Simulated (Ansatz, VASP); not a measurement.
## W in VASP and in Ansatz

```
W
1.0
    -1.58234    1.58234    1.58234
     1.58234   -1.58234    1.58234
     1.58234    1.58234   -1.58234
W
1
Direct
  0.00000 0.00000 0.00000
```

Alike in both runs: task relaxation of cell and atoms; functional revPBE; k mesh 12 × 12 × 12; occupations fermi-dirac, width 0.05 eV; no spin polarisation.

```csv
,VASP,Ansatz
version,VASP 6.6.1,Ansatz 0.2.0
potentials or method,"VASP PAW PBE potentials, release 64 (W_sv)",Ansatz PAW
plane-wave cutoff (eV),600,420
valence electrons in the cell,14,14
```

VASP gave:

- gap on the k mesh at the Fermi level, each at its own relaxed structure (eV): none
- relaxed volume (Å³/atom): 16.32
- relaxed cell length with the largest relative difference (Å): 2.768
- energy change over the relaxation (meV/atom): -13

Task: What did Ansatz give for the same quantities?

Result: gap on the k mesh at the Fermi level, each at its own relaxed structure (eV): none; relaxed volume (Å³/atom): 16.29; relaxed cell length with the largest relative difference (Å): 2.766; energy change over the relaxation (meV/atom): -12.

A gap of «none» marks a metal or a gap that the smearing closes.

Caveats: the PAW data sets were made with another functional, which shifts forces and pressure a little (VASP); the plane-wave basis is chosen anew once the cell has moved, so the energies of steps on either side of that aren't comparable (Ansatz); the PAW data sets come from PBE, with cores solved anew for the run's functional, which leaves a small shift of forces and pressure (Ansatz). Zero-point motion and thermal expansion aren't in these numbers. Spin-orbit coupling is left out, which matters for the levels of W.
